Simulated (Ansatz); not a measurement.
# P: stable or not

The cell was found from a structure generator's guess, not taken from experiment.

The calculation used DFT PBE, scalar-relativistic, plane waves, PAW (Ansatz). Cutoff 420 eV, Γ-centred 22×22×22 mesh (1-atom cell), Gaussian smearing of 0.10 eV, no spin polarisation.

```yaml
crystal:
  lattice:
    - [2.44446, 0.00000, 0.00000]
    - [0.00000, 2.44446, 0.00000]
    - [0.00000, 0.00000, 2.44446]
  atoms:
    - { symbol: P, position: [0.00000, 0.00000, 0.00000] }
```

Energies count from the standard state of P at the same level. The references include black phosphorus.

**Question.** These tests were run: phonons on a 4×4×4 q mesh; elastic tensor. What do they show?

**Answer.**

```json
{"test": "phonons on a 4×4×4 q mesh", "result": "imaginary modes down to 238i cm⁻¹"}
{"test": "elastic tensor", "result": "least eigenvalue 64 GPa"}
```

It fails one test: phonons on a 4×4×4 q mesh. So it isn't even a local minimum.

The reference form of P is held partly by dispersion forces, which this level lacks. The run for the phonons used a 24×24×24 k mesh and Fermi–Dirac smearing of 0.15 eV. The run for the elastic tensor used a 24×24×24 k mesh and Fermi–Dirac smearing of 0.15 eV.
